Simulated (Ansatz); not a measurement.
Runs of Ansatz 0.2.0 on Pb. The structure is cubic, space group Fm-3m (No. 225). The conventional cell has a = 4.950 Å, b = 4.950 Å, c = 4.950 Å, α = 90.00°, β = 90.00°, γ = 90.00°. Pb (site symmetry m-3m) is surrounded by 12 Pb at 3.50 Å. 

```csv
task,level,cell,k mesh,cutoff (eV),points for each segment of the path,mesh quality,gap on the mesh (eV),pressure (GPa),relaxed volume (Å³/atom)
relaxation of cell and atoms,PBEsol+D3(BJ)-ATM,relaxed,9 × 9 × 9,420,-,not flagged,none,0.0,28.64
relaxation of cell and atoms,PBEsol+D3(BJ),relaxed,9 × 9 × 9,420,-,not flagged,none,0.0,28.50
band structure,r2SCAN,as given,5 × 5 × 5,500,14,coarse,none,(b),-
band structure,LDA,as given,5 × 5 × 5,420,14,coarse,none,(a),-
band structure,PBEsol,as given,5 × 5 × 5,420,14,coarse,none,-1.0,-
```

Alike in all rows: potentials or basis Ansatz PAW; no spin polarisation; smearing fermi-dirac 0.05 eV.

Fill in the values left out.

(a) -2.5; (b) 0.8.

Caveats: some runs use coarse meshes; the PAW data sets come from PBE, with cores solved anew for the run's functional, which leaves a small shift of forces and pressure; spin-orbit coupling is left out, which moves the levels of the heavy elements (some runs); the plane-wave basis is chosen anew once the cell has moved, so the energies of steps on either side of that aren't comparable (some runs); pairwise dispersion overbinds metals, which lowers pressure and volume (some runs).

A k mesh can miss the band edges, and the runs leave out spin-orbit coupling on Pb.

A gap of «none» marks a metal or a gap under the smearing width.

Runs at the PBE level aren't shown here.
